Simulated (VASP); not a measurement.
Set up this calculation in VASP 6.6.1, as the native input.

```yaml
Task: relaxation of the atoms
Functional: LDA
Potentials_or_basis: VASP PAW LDA potentials, release 64 (Rh_pv)
Cutoff: 520 eV
k_mesh: 9 × 9 × 1
Occupations: methfessel-paxton, width 0.1 eV
Spin: no spin polarisation
Dipole_correction: yes
Further_INCAR_settings: ALGO = Normal; EDIFF = 1e-06; IBRION = 2; EDIFFG = -0.02; NSW = 90
```

The structure of Rh lies in POSCAR:

```
Rh
1.0
    3.8601100000      0.0000000000      0.0000000000
    0.0000000000      3.8601100000      0.0000000000
    0.0000000000      0.0000000000     28.4476830600
Rh
8
Direct
    0.5000000000      0.5000000000      0.4046062400
    0.0000000000      0.0000000000      0.4046062400
    0.0000000000      0.5000000000      0.4682009100
    0.5000000000      1.0000000000      0.4682009100
    0.5000000000      0.5000000000      0.5317990900
    0.0000000000      0.0000000000      0.5317990900
    1.0000000000      0.5000000000      0.5953937600
    0.5000000000      0.0000000000      0.5953937600
```

The cell was built by a generator and needn't be a form met in nature.

One way to write it, as run:

INCAR

```
  PREC = Accurate
  ENCUT = 520
  EDIFF = 1E-6
  ISMEAR = 1
  SIGMA = 0.1
  LREAL = False
  LASPH = True
  NELM = 120
  ALGO = Normal
  ISIF = 2
  LWAVE = False
  LCHARG = False
  LDIPOL = True
  IDIPOL = 3
  DIPOL = 0.5 0.5 0.500
  IBRION = 2
  NSW = 90
  EDIFFG = -0.02
  KPAR = 2
```

KPOINTS

```
Automatic mesh
0
Gamma
  9 9 1
```

Potentials or basis: VASP PAW LDA potentials, release 64 (Rh_pv).

The run is started by

```sh
$ cat potpaw_LDA.64/Rh_pv/POTCAR > POTCAR
$ mpirun -np 2 vasp_std > vasp.out
```

It gave:

| Property | Result |
| --- | --- |
| Energy gained by relaxing | 10.6 meV/atom |
| Ionic steps | 5 |
| Largest force after relaxing | 0.016 eV/Å |
| Band gap on the k mesh | none (metal or under the smearing width) |

Wall time 15 min on 2 MPI ranks on Intel(R) Xeon(R) Platinum 8559C (Emerald Rapids), with other jobs on the host, peak memory 0.55 GiB a rank.
